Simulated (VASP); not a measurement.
All values below come from LDA (Ceperley-Alder, Perdew-Zunger), VASP's LDA PAW potentials (set 64) (plane waves; VASP).

The input files of a VASP run:

### POSCAR
```
MgF2
1.0
  4.1838417459   0.0000000000   0.0000000000
  0.0000000000   4.1838417459   0.0000000000
  0.0000000000   0.0000000000   2.7995455230
Mg F
2 4
Cart
  0.0000000000   0.0000000000   0.0000000000
  2.0919208729   2.0919208729   1.3997727615
  1.2588312750   1.2588312750   0.0000000000
  3.3507521479   0.8330895980   1.3997727615
  0.8330895980   3.3507521479   1.3997727615
  2.9250104709   2.9250104709   0.0000000000
```

KPOINTS:
```
Automatic mesh
0
Gamma
5 5 8
0 0 0
```

**INCAR**
```
SYSTEM = MgF2
PREC = Accurate; ENCUT = 620; LREAL = .FALSE.
LASPH = .TRUE.
EDIFF = 1E-6; NELM = 100; ALGO = Normal
ISMEAR = 0; SIGMA = 0.05
IBRION = 2; NSW = 40; ISIF = 3
EDIFFG = -0.02; PSTRESS = 450
LWAVE = .FALSE.; LCHARG = .FALSE.
```

POTCAR, in this order: Mg F (LDA.64 set). Program: vasp_std.

Output

### OSZICAR
```
       N       E                     dE             d eps       ncg     rms          rms(c)
DAV:   1     0.215958336781E+03    0.21596E+03   -0.21307E+04  1272   0.180E+03
DAV:   2    -0.274790180534E+02   -0.24344E+03   -0.23706E+03  1500   0.379E+02
DAV:   3    -0.364301974996E+02   -0.89512E+01   -0.89281E+01  1420   0.734E+01
DAV:   4    -0.364833303798E+02   -0.53133E-01   -0.53122E-01  1376   0.640E+00
DAV:   5    -0.364835863502E+02   -0.25597E-03   -0.25597E-03  1396   0.448E-01    0.103E+01
DAV:   6    -0.337194760756E+02    0.27641E+01   -0.98903E+00  1344   0.257E+01    0.277E+00
DAV:   7    -0.336462018694E+02    0.73274E-01   -0.16237E-01  1296   0.301E+00    0.176E+00
DAV:   8    -0.336180874640E+02    0.28114E-01   -0.22873E-02  1384   0.196E+00    0.167E-01
DAV:   9    -0.336177813719E+02    0.30609E-03   -0.24681E-03  1404   0.414E-01    0.508E-02
DAV:  10    -0.336178102765E+02   -0.28905E-04   -0.63452E-05  1352   0.758E-02    0.313E-03
DAV:  11    -0.336178104447E+02   -0.16816E-06   -0.16554E-06   908   0.116E-02
   1 F= -.19853959E+02 E0= -.19853959E+02  d E =-.198540E+02
```

File OUTCAR:
```
------------------------ aborting loop because EDIFF is reached ----------------------------------------
  FORCE on cell =-STRESS in cart. coord.  units (eV):
  Direction    XX          YY          ZZ          XY          YZ          ZX
  --------------------------------------------------------------------------------------
  Total       13.7948856     13.7948856     13.8502924      0.0000000      0.0000000      0.0000000
  in kB      451.0146535    451.0146535    452.8261434      0.0000000      0.0000000      0.0000000
  external PRESSURE =       1.6184834 kB  Pullay stress =     450.0000000 kB
  volume of cell :       49.00
      direct lattice vectors                 reciprocal lattice vectors
     4.183841746  0.000000000  0.000000000     0.239014777  0.000000000  0.000000000
     0.000000000  4.183841746  0.000000000     0.000000000  0.239014777  0.000000000
     0.000000000  0.000000000  2.799545523     0.000000000  0.000000000  0.357200836
 POSITION                                       TOTAL-FORCE (eV/Angst)
 -----------------------------------------------------------------------------------
      0.00000      0.00000      0.00000        -0.000000      0.000000      0.000000
      2.09192      2.09192      1.39977        -0.000000      0.000000      0.000000
      1.25883      1.25883      0.00000         0.004641      0.004641      0.000000
      3.35075      0.83309      1.39977         0.004641     -0.004641     -0.000000
      0.83309      3.35075      1.39977        -0.004641      0.004641      0.000000
      2.92501      2.92501      0.00000        -0.004641     -0.004641     -0.000000
 -----------------------------------------------------------------------------------
    total drift:                                0.000000      0.000000     -0.000000
  FREE ENERGIE OF THE ION-ELECTRON SYSTEM (eV)
  ---------------------------------------------------
  free  energy   TOTEN  =       -33.6178104447 eV

  energy  without entropy=      -33.6178104447  energy(sigma->0) =      -33.61781044
  enthalpy is  TOTEN    =       -19.8539594247 eV   P V=       13.7638510200

 reached required accuracy - stopping structural energy minimisation
```
(Selected blocks of OUTCAR.)

The compound is MgF2 in the rutile structure. It was relaxed first under an external pressure of 45 GPa.
